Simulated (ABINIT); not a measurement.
Crystal: AlN.

```
Al N
1.0
     0.00000    2.18399    2.18399
     2.18399    0.00000    2.18399
     2.18399    2.18399    0.00000
Al N
1 1
Direct
  0.00000 0.00000 0.00000
  0.25000 0.25000 0.25000
```

Measurements of this composition are mostly on another form, of space group No. 186.

Base run:

| Quantity | Value |
| --- | --- |
| Program | ABINIT 10.8.3 (patched build) |
| Functional | BLYP |
| Potentials or basis | JTH PAW PBE v2.0 |
| Cutoff | 680 eV |
| k mesh | 10 × 10 × 10 |
| Occupations | fermi-dirac, width 0.05 eV |
| Spin | no spin polarisation |

Its results: band gap on the k mesh 3.70 eV, indirect (least direct gap 4.49 eV).

Problem. After a change of settings the same cell gave: band gap on the k mesh 3.26 eV, indirect (least direct gap 4.25 eV). Which change was it?
A. functional from BLYP to SOGGA; potentials or basis from JTH PAW PBE v2.0 to PseudoDojo NC SR PBEsol v0.4.1 standard; cutoff from 680 eV to 1143 eV
B. functional from BLYP to HCTH407
C. functional from BLYP to LDA-VWN; potentials or basis from JTH PAW PBE v2.0 to PseudoDojo NC SR LDA v0.4.1 standard; cutoff from 680 eV to 1143 eV

Solution. C.
